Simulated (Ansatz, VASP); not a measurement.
# Cross-check of CdS (Greenockite) between VASP and Ansatz, part 2 of 2

Aim: how closely do two programs agree when they are given the same cell, functional and k mesh? The cell is taken from a series of VASP runs on this material, whose earlier steps may have relaxed, scaled or displaced it; both programs get it as it stands.

VASP 6.6.1 and Ansatz 0.2.0.

So far. Step 4 (Side by side): The walks stopped with 0.01 GPa left in Ansatz and -0.01 GPa in VASP; each walk ends within a tolerance, so the volume difference is uncertain by about these residues over the bulk modulus, most in soft cells.

## Step 5: VASP: relaxation of cell and atoms, PBEsol with D3(BJ)

Level of this step: PBEsol with D3(BJ); plane waves and PAW (Cd, S) (VASP).

The relaxed volume is the usual yardstick between codes: its relative difference is about their pressure difference at one cell divided by the bulk modulus. The cell compared in this pair holds 96.60 Å³, against 99.33 Å³ for the pair before.

File INCAR:

```
SYSTEM = CdS
PREC = Accurate
ENCUT = 450
EDIFF = 1E-06
NELM = 100
ISMEAR = 0
SIGMA = 0.03
LREAL = .FALSE.
ALGO = Normal
GGA = PS
IVDW = 12
NBANDS = 24
LORBIT = 11
LWAVE = .FALSE.
LCHARG = .FALSE.
KPAR = 4
IBRION = 2
NSW = 50
ISIF = 3
EDIFFG = -0.006
```

File POSCAR:

```
CdS
1.0
    4.0905609766      0.0000000000      0.0000000000
   -2.0452804884      3.5425297215      0.0000000000
    0.0000000000      0.0000000000      6.6662882577
Cd S
2 2
Direct
    0.6666666667      0.3333333333      0.4995381078
    0.3333333333      0.6666666667      0.9995381078
    0.6666666667      0.3333333333      0.8754618922
    0.3333333333      0.6666666667      0.3754618922
```

File KPOINTS:

```
Automatic mesh
0
Gamma
6 6 4
0 0 0
```

PAW data sets: Cd and S (PBE family, release 64).

The run is started by

```bash
mpirun -np 4 vasp_std
```

Numbers of over 12 decimals in the logs are rounded to 6 here.

The program printed:

```text
[banner, memory and clock lines left out]
running    4 mpi-ranks, on    1 nodes
[...]
[... a notice as in an earlier step ...]

 LDA part: xc-table for (Slater+PW92), standard interpolation
 POSCAR, INCAR and KPOINTS ok, starting setup
[...]
entering main loop
       N       E                     dE             d eps       ncg     rms          rms(c)
DAV:   1     0.228124383814E+03    0.22812E+03   -0.16545E+04  1008   0.124E+03
DAV:   2    -0.323962289956E+01   -0.23136E+03   -0.22370E+03  1168   0.324E+02
DAV:   3    -0.145040886376E+02   -0.11264E+02   -0.11231E+02  1208   0.737E+01
DAV:   4    -0.146066662194E+02   -0.10258E+00   -0.10255E+00  1208   0.693E+00
[...]
DAV:  14    -0.136119386999E+02    0.13968E-05   -0.39757E-06  1136   0.167E-02    0.271E-02
DAV:  15    -0.136119367167E+02    0.19832E-05   -0.51232E-06  1088   0.108E-02    0.731E-03
DAV:  16    -0.136119366947E+02    0.21909E-07   -0.14402E-07   616   0.226E-03
   1 F= -.14727926E+02 E0= -.14727926E+02  d E =-.147279E+02
[...]
N       E                     dE             d eps       ncg     rms          rms(c)
DAV:   1    -0.136110547876E+02    0.88193E-03   -0.14044E-02  1088   0.124E+00    0.189E-01
DAV:   2    -0.136104849658E+02    0.56982E-03   -0.15707E-03  1112   0.500E-01    0.680E-02
DAV:   3    -0.136104318226E+02    0.53143E-04   -0.15700E-04  1152   0.109E-01    0.577E-02
DAV:   4    -0.136104280110E+02    0.38116E-05   -0.10498E-05  1024   0.258E-02    0.128E-02
DAV:   5    -0.136104277900E+02    0.22097E-06   -0.51653E-06   920   0.276E-02
   2 F= -.14727952E+02 E0= -.14727952E+02  d E =-.257518E-04
 trial-energy change:   -0.000026  1 .order   -0.000016   -0.000054    0.000022
 step:   0.8206(harm=  0.7082)  dis= 0.00015  next Energy=   -14.727954 (dE=-0.277E-04)
 reached required accuracy - stopping structural energy minimisation
```

From OUTCAR (step 5):

```text
 Edisp (eV)   -1.11599

 Edisp (eV)   -1.11752

  Total       0.02101     0.02101     0.01096    -0.00000     0.00000     0.00000
  in kB       0.34899     0.34899     0.18203    -0.00000     0.00000     0.00000
  external pressure =        0.29 kB  Pullay stress =        0.00 kB

 POSITION                                       TOTAL-FORCE (eV/Angst)
 -----------------------------------------------------------------------------------
      2.04437      1.18032      3.32829        -0.000000     -0.000000     -0.001994
     -0.00000      2.36064      6.65984        -0.000000      0.000000     -0.001994
      2.04437      1.18032      5.83347         0.000000     -0.000000      0.001994
     -0.00000      2.36064      2.50192         0.000000      0.000000      0.001994
 -----------------------------------------------------------------------------------
    total drift:                                0.000000      0.000000      0.000179

  FREE ENERGIE OF THE ION-ELECTRON SYSTEM (eV)
  ---------------------------------------------------
  free  energy   TOTEN  =       -14.7279515858 eV

  energy  without entropy=      -14.7279515858  energy(sigma->0) =      -14.72795159

[... 2 parts as in an earlier step ...]

[... 2 further parts left out ...]
[key lines of the parts left out:]
E-fermi :   1.6389
```

## Step 6: Ansatz: relaxation of cell and atoms, PBEsol with D3(BJ)

The same cell, functional, mesh and smearing now go to Ansatz, which takes its cutoff from its data sets.

The cell is taken from a series of VASP runs on this material, whose earlier steps may have relaxed, scaled or displaced it; both programs get it as it stands.

File input.yaml:

```yaml
crystal:
  lattice:
    - [4.0905609766, 0.0, 0.0]
    - [-2.0452804884, 3.5425297215, 0.0]
    - [0.0, 0.0, 6.6662882577]
  atoms:
    - { symbol: Cd, position: [0.6666666667, 0.3333333333, 0.4995381078] }
    - { symbol: Cd, position: [0.3333333333, 0.6666666667, 0.9995381078] }
    - { symbol: S, position: [0.6666666667, 0.3333333333, 0.8754618922] }
    - { symbol: S, position: [0.3333333333, 0.6666666667, 0.3754618922] }
hamiltonian:
  xc: pbesol
  pseudopotentials: { kind: paw }
  dispersion: d3bj
kpoints:
  mp_grid: { grid: [6, 6, 4] }
scf:
  occupations: { method: gaussian, width: 0.03 }
relax:
  f_tol: 0.01
  max_steps: 60
  cell: { stress_tol: 0.05 }
output:
  forces: true
  stress: true
```

The run is started by

```bash
ansatz run input.yaml --threads 4 --pin off --max-ram 9216MiB --backend cpu --events-out ev --progress --plain --runs-dir out
```

The program printed:

```text
[...]
Crystal: 4 atoms, lattice volume = 96.601 Å³
Basis set: ecut = 420 eV, 1847 PW (Γ), exchange–correlation on 60×60×90 points (8 copies of the dense FFT grid, shifted against one another)
Bands: 32, of which v1, the nominal top of the filled ones, is band 26 counted from 1 (25 counted from 0)
Symmetry: 12 space group operations
[...]
k-points: 21 of 144 (time reversal used)
[...]
--- Relaxed structure (2 steps of the walk, 2 accepted, 1 SCFs on fresh bases) ---
[...]
cell:  # Å, volume = 96.0187 Å³
    - [4.083247, 5.7631766790863814e-11, 0]
    - [-2.041623, 3.536196, 0]
    - [0, 0, 6.649878]
  atoms:
    - { symbol: Cd, position: [0.666667, 0.333333, 0.499436] }
    - { symbol: Cd, position: [0.333333, 0.666667, 0.999436] }
    - { symbol: S, position: [0.666667, 0.333333, 0.875564] }
    - { symbol: S, position: [0.333333, 0.666667, 0.375564] }
[key lines of the parts left out:]
SCF converged after 5 iterations
Free energy (F): -18141.557388 eV
Fermi energy:    7.856289 eV
P = ⅓ Tr σ = 0.0000 GPa (0.000 kbar)
```

The job ended after 2.9 s (4 threads of Arm Neoverse V2, shared host; peak memory 0.38 GiB).

## Step 7: Differences

Compared:

| quantity | Ansatz | VASP | difference |
| --- | --- | --- | --- |
| volume (Å³) | 96.02 | 96.47 | -0.47 % |
| edge a after relaxation, in the typed setting (Å) | 4.083 | 4.089 | -0.13 % |
| edge c after relaxation, in the typed setting (Å) | 6.650 | 6.663 | -0.20 % |

The walks stopped with 0.00 GPa left in Ansatz and 0.03 GPa in VASP; each walk ends within a tolerance, so the volume difference is uncertain by about these residues over the bulk modulus, most in soft cells.

## Step 8: Results

| Item | Value |
| --- | --- |
| difference in volume (relaxation of cell and atoms, PBEsol) | -0.51 % |
| difference in volume (relaxation of cell and atoms, PBEsol with D3(BJ)) | -0.47 % |

What this shows: The difference in volume is -0.51 % (relaxation of cell and atoms, PBEsol), within the 1.2 % picked in this series as the mark of a large difference, as far as the stopping tolerances let one tell. How closely two codes agree says nothing of how well the functional describes the real material.

[Lines on the potential files, build, host, timing and source positions are cut from VASP's logs without a mark.]

[Logs are printed without paths, hosts, clocks, repeated set-up lines and the standing remarks that a program may print on its own settings, such as how far it seeks lower states.]

[Hosts, paths, dates, database ids (printed as entryN), source tags and the programs' standing remarks are cut or masked in the printed files.]
